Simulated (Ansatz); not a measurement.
## Cu: computed properties

Level of theory: DFT PBE, scalar-relativistic, plane waves, PAW (Ansatz 0.2.0).

Plane waves to 420 eV, a k mesh through Γ of 18×18×10 on the computed 2-atom cell and Gaussian smearing (0.10 eV); no spin polarisation.

The structure is relaxed at this level of theory with its symmetry kept. This form isn't the element's structure at ambient conditions.

It takes space group P6_3/mmc (No. 194, hexagonal). Conventional cell: a = 2.568 Å, b = 2.568 Å, c = 4.194 Å, α = 90.00°, β = 90.00°, γ = 120.00°. Cu (site symmetry -6m2) has 12 Cu at 2.57 Å as nearest neighbours.

```
Volume per atom                                                   : 11.97 Å³
Formation energy from the elements' standard states (uncorrected) : +0.011 eV/atom
Kohn–Sham band gap                                                : none (metal)
Density of states at the Fermi level                              : 0.67 states/eV per cell
Bulk modulus                                                      : 139 GPa
Its pressure derivative                                           : 5.0
Bader charges (e)                                                 : Cu (2 in the cell) 0.00
```